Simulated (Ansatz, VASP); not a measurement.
# Sb: VASP beside Ansatz

File INCAR:

```
SYSTEM = Sb
  ALGO = Normal
  EDIFF = 1E-6
  ENCUT = 520
  GGA = PS
  ISIF = 2
  ISMEAR = 0
  LASPH = .TRUE.
  LCHARG = .TRUE.
  LELF = .TRUE.
  LREAL = .FALSE.
  LVHAR = .TRUE.
  LWAVE = .FALSE.
  NBANDS = 8
  NELM = 100
  PREC = Accurate
  SIGMA = 0.1
```

File KPOINTS:

```
k-points
0
G
  18 18 18
  0 0 0
```

File POSCAR:

```
Sb
1.0
   -1.5214716345      1.5214716345      2.8612848807
    1.5214716345     -1.5214716345      2.8612848807
    1.5214716345      1.5214716345     -2.8612848807
Sb
1
Direct
    0.0000000000      0.0000000000      0.0000000000
```

Input for Ansatz:

```yaml
crystal:
  lattice:
    - [-1.5214716345, 1.5214716345, 2.8612848807]
    - [1.5214716345, -1.5214716345, 2.8612848807]
    - [1.5214716345, 1.5214716345, -2.8612848807]
  atoms:
    - { symbol: Sb, position: [0.0, 0.0, 0.0] }
basis:
  ecutwfc: 420
kpoints:
  mp_grid: { grid: [18, 18, 18] }
hamiltonian:
  xc: pbesol
scf:
  occupations: { method: gaussian, width: 0.1 }
output:
  forces: true
  stress: true
  eigenvalues: true
```

Alike in both runs: task single point; functional PBEsol; k mesh 18 × 18 × 18; occupations gaussian, width 0.1 eV; no spin polarisation.

```csv
,VASP,Ansatz
version,VASP 6.6.1,Ansatz 0.2.0
potentials or method,"VASP PAW PBE potentials, release 64 (Sb)","scalar-relativistic, plane waves, PAW"
plane-wave cutoff (eV),520,420
valence electrons in the cell,5,15
```

|  | VASP | Ansatz | Ansatz less VASP |
| --- | --- | --- | --- |
| gap on the k mesh at the Fermi level (eV) | none | none | - |
| pressure (GPa) | 1.4 | 1.3 | -0.07 |
| largest component of the traceless stress (GPa) | 2.35 | 2.26 | -0.092 |

A gap of «none» marks a metal or a gap that the smearing closes. The functional is the same, so the differences come from potentials, cutoffs and numerics. The two sets of potentials don't hold the same shells in valence.

Caveats: the PAW data sets were made with another functional, which shifts forces and pressure a little (VASP). Spin-orbit coupling is left out, which matters for the levels of Sb.
